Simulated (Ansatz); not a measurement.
InSe:

```
In Se
1.0
     5.82639   -2.05465    0.00000
     5.82639    2.05465    0.00000
    -1.72323    0.00000    4.77135
In Se
2 2
Direct
  0.88820 0.88820 0.04684
  0.11180 0.11180 0.95316
  0.66093 0.66093 0.66896
  0.33907 0.33907 0.33104
```

The cell comes from a database or a generator and needn't be the stable form of this composition.

```yaml
Program: Ansatz 0.2.0
Task: relaxation of the atoms
Functional: PBE
Potentials_or_basis: Ansatz PAW
Cutoff: "420 eV (not typed: the program's choice for these potentials)"
k_mesh: 5 × 5 × 5
Occupations: fermi-dirac, width 0.05 eV
Spin: no spin polarisation
```

At the start: volume 28.56 Å³/atom.

Where does the relaxation end?

Over 3 steps the energy falls by 2.0 meV/atom; space group C2/m (No. 12, to 0.05 Å).

Step by step:
| step | energy change (eV) | largest force (eV/Å) |
| --- | --- | --- |
| 1 | 0.0000 | 0.2359 |
| 2 | -0.0081 | 0.0160 |
| 3 | -0.0082 | 0.0015 |

Final structure:
```yaml
crystal:
  lattice:
    - [5.82639, -2.05465, 0.00000]
    - [5.82639, 2.05465, 0.00000]
    - [-1.72323, 0.00000, 4.77135]
  atoms:
    - { symbol: In, position: [0.88796, 0.88796, 0.04852] }
    - { symbol: In, position: [0.11204, 0.11204, 0.95148] }
    - { symbol: Se, position: [0.66086, 0.66086, 0.66136] }
    - { symbol: Se, position: [0.33914, 0.33914, 0.33864] }
```

Caveat: the thresholds are loose for stress.
